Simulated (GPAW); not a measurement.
**SnO2 (1T monolayer): G0W0 with GPAW, start to end**

Aim: the G0W0 gap of SnO2 (1T monolayer) on LDA, step by step.

Program: GPAW 26.7.0. Level of theory: LDA and many-body steps on it, plane waves. Results are calculated unless marked as measured.

### 1. Starting point

The cell holds 3 atoms: 1 Sn and 2 O. Cell: a = 2.912 Å, b = 2.912 Å, c = 13.400 Å, α = 90.0°, β = 90.0°, γ = 120.0°. Vacuum lies along c.

The start is a generated structure, not a measured one.

### 2. Relaxation

This step: GPAW 26.7.0; DFT, LDA, plane waves, PAW.

A relaxation at this level of theory: leftover forces would pass straight into the levels.

run.py reads:

```python
import json
import numpy as np
from gpaw.mpi import world
from ase import Atoms
from ase.constraints import FixSymmetry
from ase.filters import FrechetCellFilter
from ase.optimize import BFGS
from gpaw import GPAW, PW, FermiDirac

atoms = Atoms(['Sn', 'O', 'O'],
    cell=[[2.9123859200, 0.0000000000, 0.0000000000],
      [-1.4561929600, 2.5222001923, 0.0000000000],
      [0.0000000000, 0.0000000000, 13.4000000000]],
    scaled_positions=[[0.0000000000, 0.0000000000, 0.5000000000],
      [0.3333333333, 0.6666666667, 0.5883144143],
      [0.6666666667, 0.3333333333, 0.4116855857]],
    pbc=(True, True, False))
atoms.set_constraint(FixSymmetry(atoms))
atoms.calc = GPAW(mode=PW(700),
    xc='LDA',
    kpts={'size': (9, 9, 1), 'gamma': True},
    occupations=FermiDirac(0.02),
    convergence={'density': 1e-5},
    txt='relax.txt')
steps = []
opt = BFGS(FrechetCellFilter(atoms, mask=[1, 1, 0, 0, 0, 1]), logfile='bfgs.log')
opt.attach(lambda: steps.append([atoms.get_potential_energy(), atoms.cell[:], atoms.positions.copy(), atoms.get_forces()]))
converged = opt.run(fmax=0.03, steps=50)
res = {'converged': bool(converged), 'steps': steps, 'cell': atoms.cell[:], 'frac': atoms.get_scaled_positions()}

if world.rank == 0:
    with open('result.json', 'w') as f:
        json.dump(res, f, default=lambda x: x.tolist())
```

On the command line:

```console
$ mpirun -n 4 gpaw python run.py
```

Numbers of over 12 decimals in the logs are rounded to 6 here.

Output:

```text
Step     Time          Energy          fmax
BFGS:    0       -20.422294        2.310637
BFGS:    1       -20.613942        1.901192
BFGS:    2       -21.201875        0.649399
BFGS:    3       -21.222562        0.438643
BFGS:    4       -21.234775        0.181648
BFGS:    5       -21.235920        0.058448
BFGS:    6       -21.235680        0.005681
```

It took 32 s on 4 MPI ranks of Arm Neoverse V1, shared host; peak memory 0.93 GiB.

Step by step:

```csv
step,energy less that of the first step (eV),largest force (eV/Å)
1,0.0000,1.2995
2,-0.1916,1.2387
3,-0.7796,0.6494
4,-0.8003,0.4386
5,-0.8125,0.1446
6,-0.8136,0.0118
7,-0.8134,0.0057
```

The atoms that moved most (Å):

```csv
atom,dx,dy,dz,length
O2,0.000,0.000,-0.195,0.195
O3,0.000,0.000,0.195,0.195
```

The relaxed structure:

```xyz
3
Lattice="3.1538 0.0000 0.0000 -1.5769 2.7313 0.0000 0.0000 0.0000 13.4000" Properties=species:S:1:pos:R:3
Sn    0.0000    0.0000    6.7000
O     0.0000    1.8208    7.6885
O     1.5769    0.9104    5.7115
```

### 3. Ground state

The ground-state density comes first.

run.py reads:

```python
import json
import numpy as np
from gpaw.mpi import world
from ase import Atoms
from gpaw import GPAW, PW, FermiDirac

atoms = Atoms(['Sn', 'O', 'O'],
    cell=[[3.1538009458, 0.0000000000, 0.0000000000],
      [-1.5769004729, 2.7312717376, 0.0000000000],
      [0.0000000000, 0.0000000000, 13.4000000000]],
    scaled_positions=[[0.0000000000, 0.0000000000, 0.5000000000],
      [0.3333333333, 0.6666666667, 0.5737668876],
      [0.6666666667, 0.3333333333, 0.4262331124]],
    pbc=(True, True, False))
calc = GPAW(mode=PW(600),
    xc='LDA',
    kpts={'size': (12, 12, 1), 'gamma': True},
    occupations=FermiDirac(0.001),
    nbands=-7,
    convergence={'density': 1e-6, 'bands': -3},
    maxiter=100,
    txt='gs.txt')
atoms.calc = calc
res = {'energy': atoms.get_potential_energy()}
kpts = calc.get_ibz_k_points()
res['kpts'] = kpts
res['eigenvalues'] = [calc.get_eigenvalues(kpt=k) for k in range(len(kpts))]
res['n_electrons'] = calc.get_number_of_electrons()
calc.write('gs.gpw')

if world.rank == 0:
    with open('result.json', 'w') as f:
        json.dump(res, f, default=lambda x: x.tolist())
```

On the command line:

```console
$ mpirun -n 4 gpaw python run.py
```

Output:

```text
__  _  _
 | _ |_)|_||  |
 |__||  | ||/\| - 26.7.0

Input parameters:
  mode=PW(ecut=600.0),
  convergence={'density': 1e-06, 'bands': -3},
  kpts=MonkhorstPack(size=(12, 12, 1), gamma=True),
  maxiter=100,
  nbands=-7,
  occupations=Occupations(name='fermi-dirac', width=0.001, fixmagmom=False),
  xc=XC(name='LDA')
  [... matrices ...]
Diagonalizing LCAO Hamiltonian
Converting LCAO to pw mode

         O

       Sn
            O

Atoms  # Å, Bohr magnetons
|   | symbol |         x |        y |        z |    initial magnetic moments |
| 0 |     Sn |  0.000000 | 0.000000 | 6.700000 | ( 0.0000,  0.0000,  0.0000) |
| 1 |      O | -0.000000 | 1.820848 | 7.688476 | ( 0.0000,  0.0000,  0.0000) |
| 2 |      O |  1.576900 | 0.910424 | 5.711524 | ( 0.0000,  0.0000,  0.0000) |

Unit cell  # Å
| periodic |         x |        y |         z |   lengths |     angles |
|      yes |  3.153801 | 0.000000 |  0.000000 |  3.153801 |  90.000000 |
|      yes | -1.576900 | 2.731272 |  0.000000 |  3.153801 |  90.000000 |
|       no |  0.000000 | 0.000000 | 13.400000 | 13.400000 | 120.000000 |

Number of symmetries: 12
Symmetry operations  # r_c * U_cc + t_c -> r_c
|    | kind |            matrix            |
|  0 |  σ   |  1, 1, 0,  0,-1, 0,  0, 0, 1 |
|  1 |  S6  |  1, 1, 0, -1, 0, 0,  0, 0,-1 |
|  2 |  E   |  1, 0, 0,  0, 1, 0,  0, 0, 1 |
|  3 |  C2  |  1, 0, 0, -1,-1, 0,  0, 0,-1 |
|  4 |  C2  |  0, 1, 0,  1, 0, 0,  0, 0,-1 |
|  5 |  C3  |  0, 1, 0, -1,-1, 0,  0, 0, 1 |
|  6 |  S6  |  0,-1, 0,  1, 1, 0,  0, 0,-1 |
|  7 |  σ   |  0,-1, 0, -1, 0, 0,  0, 0, 1 |
|  8 |  σ   | -1, 0, 0,  1, 1, 0,  0, 0, 1 |
|  9 |  i   | -1, 0, 0,  0,-1, 0,  0, 0,-1 |
| 10 |  C3  | -1,-1, 0,  1, 0, 0,  0, 0, 1 |
| 11 |  C2  | -1,-1, 0,  0, 1, 0,  0, 0,-1 |

BZ-sampling:
  Number of BZ points: 144
  Number of IBZ points: 19

  Monkhorst-Pack size: [12, 12, 1]
  Monkhorst-Pack shift: [0.041667, 0.041667, 0.0]

K-points  # in reciprocal-cell coordinates
|     |                                coordinates |     weight |
|   0 | ( -0.00000000,  -0.00000000,   0.00000000) | 0.00694444 |
|   1 | (  0.08333333,  -0.00000000,   0.00000000) | 0.04166667 |
|   2 | (  0.16666667,  -0.08333333,   0.00000000) | 0.04166667 |
|   3 | (  0.16666667,  -0.00000000,   0.00000000) | 0.04166667 |
|   4 | (  0.25000000,  -0.08333333,   0.00000000) | 0.08333333 |
|   5 | (  0.25000000,  -0.00000000,   0.00000000) | 0.04166667 |
|   6 | (  0.33333333,  -0.16666667,   0.00000000) | 0.04166667 |
|   7 | (  0.33333333,  -0.08333333,   0.00000000) | 0.08333333 |
|   8 | (  0.33333333,  -0.00000000,   0.00000000) | 0.04166667 |
|   9 | (  0.33333333,   0.33333333,   0.00000000) | 0.01388889 |
| ... |                                            |            |
|  18 | (  0.50000000,   0.50000000,   0.00000000) | 0.02083333 |

Plane wave coefficients: 3893
Cutoff: 600.0 eV

Spin-components: 1 (collinear spins)
Bands:           20
Projectors:      16
Spin-degeneracy: 2
Datatype:        complex128

  Storage: CPU
  Wave functions: 23_669_440 bytes (5_917_360 per core)
  Projectors: 27_219_856 bytes (6_804_964 per core)
  [... matrices ...]
Parallelization:
  kpt:    4
  domain: 1
  band:   1

Density:
  Valence electrons: 26.0
  Components: 1
  Grid points: [18 18 80]
  Charge: 0.0  # |e|

Potential:
  Grid points: [18 18 80]

species:
  Sn:
    name:    Tin
    Z:       50.0
    valence: 14
    core:    36
    charge:  0.0  # [|e|]
    compensation charges:
      type: gauss
      rc: 0.38  # [Å]
      lmax: 2
    cutoffs:
      filter: 2.23  # [Å]
      core: 2.35  # [Å]
    projectors
    | kind |    occ | energy [eV] | rcut [Å] |
    |   5s |  2.000 |     -10.799 |    1.201 |
    |   5p |  2.000 |      -3.869 |    1.270 |
    |   4d | 10.000 |     -25.910 |    1.185 |
    |    s |        |      16.413 |    1.201 |
    |    p |        |      23.342 |    1.270 |
    |    d |        |       1.302 |    1.185 |

    Using partial waves for Sn as LCAO basis

  O:
    name:    Oxygen
    Z:       8.0
    valence: 6
    core:    2
    charge:  0.0  # [|e|]
    compensation charges:
      type: gauss
      rc: 0.21  # [Å]
      lmax: 2
    cutoffs:
      filter: 1.17  # [Å]
      core: 0.83  # [Å]
    projectors
    | kind |    occ | energy [eV] | rcut [Å] |
    |   2s |  2.000 |     -23.752 |    0.688 |
    |   2p |  4.000 |      -9.195 |    0.598 |
    |    s |        |       3.459 |    0.688 |
    |    p |        |      18.016 |    0.598 |
    |    d |        |       0.000 |    0.619 |

    Using partial waves for O as LCAO basis

Reference energy: -171921.402948  # eV

eigensolver:
  PPCG
  Converge bands: -3
  niter=2

density mixing:
  MSR1-Mixer
  Pratt-step length: 0.05
  Maximum mixing coefficient: 0.75
  Old densities: 10
  SVD Regularization: 0.005
  Good broyden scale: 1.0
  Trust region scale: 1.0
  Backstep threshold: 4.0
  History deletion threshold: 6.0
  Fourier metric: weight=20.0, sigma=0.015

occupation numbers:
  Fermi-Dirac:
    width: 0.0010  # eV

poisson solver:
  ecut: 4800.0  # eV

xc functional:
  name: None

Initialization done in: 1.003 s

convergence criteria:
- Maximum integral of absolute [dens]ity change: 1e-06 electrons / valence electron
- Maximum [total energy] change in last 3 cyles: 0.0005 eV / valence electron
- Maximum integral of absolute [eigenst]ate change: 4e-08 eV^2 / valence electron
maximum number of iterations: 100

SCF iterations
|iter     |     time |      energy | eigst |  dens |
|iter:   1|  |  -23.888070 | +0.75 |       |
|iter:   2|  |  -23.139324 | +0.14 | -0.89 |
|iter:   3|  |  -21.120491 | -0.38 | -0.95 |
|iter:   4|  |  -21.094819 | -1.33 | -1.53 |
|iter:   5|  |  -21.088148 | -1.93 | -1.82 |
|iter:   6|  |  -21.088218c| -2.91 | -2.95 |
|iter:   7|  |  -21.088232c| -3.59 | -3.38 |
|iter:   8|  |  -21.088232c| -4.49 | -4.44 |
|iter:   9|  |  -21.088232c| -5.11 | -5.07 |
|iter:  10|  |  -21.088232c| -5.78 | -5.72 |
|iter:  11|  |  -21.088232c| -6.53 | -6.40c|
|iter:  12|  |  -21.088232c| -7.16 | -6.80c|
|iter:  13|  |  -21.088232c| -7.83c| -7.79c|

Converged in 13 steps
SCF loop duration: 8.290 s (0.638 s/step)
Energy contributions relative to reference atoms: (reference = -171921.402948)
  [... matrices ...]
Energy contributions:
  Kinetic:          34.549104
  Coulomb:         -30.565872
  Zero:             -0.114791
  External:          0.000000
  Xc:              -24.956674
  Entropy:          -0.000000
  Spinorbit:         0.000000
  ----------------------------
  Free energy:     -21.088232
  Extrapolated:    -21.088232

dipole moment: (-5.211783, -9.027074, 0.000011)  # |e|*Ang

Fermi level: -4.396
Eigenvalues  # (at kpt = [-0.000, -0.000, 0.000])
| band index |      eig [eV] | occ [0-2] |
|          0 |       -24.200 |     2.000 |
|        ... |               |           |
|          5 |       -22.259 |     2.000 |
|          6 |       -20.373 |     2.000 |
|          7 |        -7.871 |     2.000 |
|          8 |        -5.693 |     2.000 |
|          9 |        -5.693 |     2.000 |
|         10 |        -5.146 |     2.000 |
|         11 |        -5.103 |     2.000 |
|         12 |        -5.103 |     2.000 |
|         13 |        -1.425 |     0.000 |
|         14 |         1.551 |     0.000 |
|         15 |         3.938 |     0.000 |
|         16 |         4.309 |     0.000 |
|         17 |         5.801 |     0.000 |
|         18 |         7.298 |     0.000 |
|         19 |         7.298 |     0.000 |

Gap: 2.995 eV
Transition (v -> c):
  (s=0, k=15, n=12, [0.50, 0.25, 0.00]) -> (s=0, k=0, n=13, [-0.00, -0.00, 0.00])
Direct/indirect transitions are different
Direct gap: 3.678 eV
Transition at: (s=0, k=0, n=12, [-0.00, -0.00, 0.00])
vacuum-level: 4.263  # V
# Writing to gs.gpw (mode='')
  [... matrices ...]
```

The job ended after 11 s (4 MPI ranks; peak memory 0.73 GiB; 44 s of CPU time).

This step gave:

```yaml
total_energy: -21.09 eV
gap: 2.995 eV
k_of_the_valence_top: 0.5, 0.25, 0
k_of_the_conduction_bottom: 0, 0, 0
least_direct_gap: 3.678 eV
```

The gap is indirect, with the least direct gap 0.68 eV higher.

### 4. Empty states on the mesh, 9×9×1 mesh, 197 bands

The sums over transitions need many empty states on a uniform mesh; this step solves for them.

run.py reads:

```python
import json
import numpy as np
from gpaw.mpi import world
from gpaw import GPAW

calc = GPAW('gs.gpw').fixed_density(kpts={'size': (9, 9, 1), 'gamma': True},
    nbands=229,
    convergence={'bands': 197},
    txt='nscf.txt')
calc.write('full.gpw', mode='all')
res = {}
kpts = calc.get_ibz_k_points()
res['kpts'] = kpts
res['eigenvalues'] = [calc.get_eigenvalues(kpt=k) for k in range(len(kpts))]
res['n_electrons'] = calc.get_number_of_electrons()

if world.rank == 0:
    with open('result.json', 'w') as f:
        json.dump(res, f, default=lambda x: x.tolist())
```

On the command line:

```console
$ mpirun -n 4 gpaw python run.py
```

Output:

```text
Diagonalizing LCAO Hamiltonian
Converting LCAO to pw mode
convergence criteria:
- Maximum integral of absolute [eigenst]ate change: 4e-08 eV^2 / valence electron
maximum number of iterations: 100

SCF iterations
|iter     |     time |      energy | eigst |  dens |
|iter:   1|  |             | +4.52 |       |
|iter:   2|  |             | +3.32 |       |
|iter:   3|  |             | +2.24 |       |
[...]
|iter:  14|  |             | -6.73 |       |
|iter:  15|  |             | -7.20 |       |
|iter:  16|  |             | -7.51c|       |
SCF steps: 16
  __  _  _
 | _ |_)|_||  |
 |__||  | ||/\| - 26.7.0

Input parameters:
  mode=PW(ecut=600.0),
  convergence={'bands': 197},
  gpts=array([18, 18, 80]),
  kpts=MonkhorstPack(size=(9, 9, 1), gamma=True),
  maxiter=100,
  nbands=229,
  occupations=Occupations(name='fermi-dirac', width=0.001, fixmagmom=False),
  parallel={},
  xc=XC(name='LDA')
# Writing to full.gpw (mode='all')
  [... matrices ...]

timing:  # [seconds]
  Total: 0.068  # ━━━━━━━━━━━━━━━━━━━━━━━━━━━━━━━━━━━━━━━━━━━━━━━━━━━━━━━━━━━
```

Wall time 1.7 min (4 MPI ranks); peak memory 1.1 GiB.

This step gave:

* gap: 3.010 eV
* k of the valence top: 0.4444, -0.2222, 0
* k of the conduction bottom: 0, 0, 0
* least direct gap: 3.678 eV
* k points computed: 12
* lowest point of the top converged band, above the valence top: 80.9689 eV

On this mesh the gap is 3.010 eV.

[end of part 1 of 2]

[Paths, hosts, dates, memory and timing lines, banners, echoed tables and standing remarks are left out of the program output.]

[Logs are printed without paths, hosts, clocks, repeated set-up lines and the standing remarks that a program may print on its own settings, such as how far it seeks lower states.]

[Runs of the session that timed out or met a known fault of the program may be left out.]

[Hosts, paths, dates, database ids (printed as entryN), source tags and the programs' standing remarks are cut or masked in the printed files.]
